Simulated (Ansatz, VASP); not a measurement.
**One calculation of Cu, two programs**

```
CELL_PARAMETERS angstrom
0.00000 1.82571 1.82571
1.82571 0.00000 1.82571
1.82571 1.82571 0.00000
ATOMIC_POSITIONS crystal
Cu 0.00000 0.00000 0.00000
```

Alike in both runs: task single point; functional LDA; k mesh 12 × 12 × 12; occupations fermi-dirac, width 0.06 eV; no spin polarisation.

```csv
,VASP,Ansatz
version,VASP 6.6.1,Ansatz 0.2 development build
potentials or method,"VASP PAW LDA potentials, release 64 (Cu), cutoff 520 eV","all-electron full-potential LAPW, scalar-relativistic"
```

```csv
,VASP,Ansatz,Ansatz less VASP
pressure (GPa),-15.2,-16.0,-0.84
```

Ansatz ran all-electron here, so the differences hold the error of VASP's frozen core and of both bases.

Caveats: so large a pressure means that the cell lies far from this level's equilibrium, or that cutoff or potentials fall short (VASP).
